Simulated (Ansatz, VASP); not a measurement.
## One calculation of Mg2Ge, two programs

```xyz
3
Lattice="0.0000 3.1239 3.1239 3.1239 0.0000 3.1239 3.1239 3.1239 0.0000" Properties=species:S:1:pos:R:3 pbc="T T T"
Ge    0.0000    0.0000    0.0000
Mg    4.6859    4.6859    4.6859
Mg    1.5620    1.5620    1.5620
```

Change from the starting cell: volume scaled by 0.94.

Alike in both runs: task single point; functional PBE; k mesh 7 × 7 × 7; occupations fermi-dirac, width 0.05 eV; no spin polarisation.

|  | VASP | Ansatz |
| --- | --- | --- |
| version | VASP 6.6.1 | Ansatz 0.2.0 |
| potentials or method | VASP PAW PBE potentials, release 64 (Ge_d, Mg) | Ansatz PAW |
| plane-wave cutoff (eV) | 520 | 420 |
| valence electrons in the cell | 18 | 34 |

|  | VASP | Ansatz | Ansatz less VASP |
| --- | --- | --- | --- |
| gap on the k mesh at the Fermi level (eV) | 0.23 | 0.23 | +0.003 |
| least direct gap on the mesh (eV) | 1.41 | 1.42 | +0.003 |
| pressure (GPa) | 4.7 | 4.8 | +0.16 |

The functional is the same, so the differences come from potentials, cutoffs and numerics. The two sets of potentials don't hold the same shells in valence.

Caveats: an odd mesh through Γ misses points on the zone boundary, where band edges often lie (VASP); odd divisions of the mesh miss points on the zone boundary, where band edges often lie, so the gap on the mesh can be too wide (Ansatz).
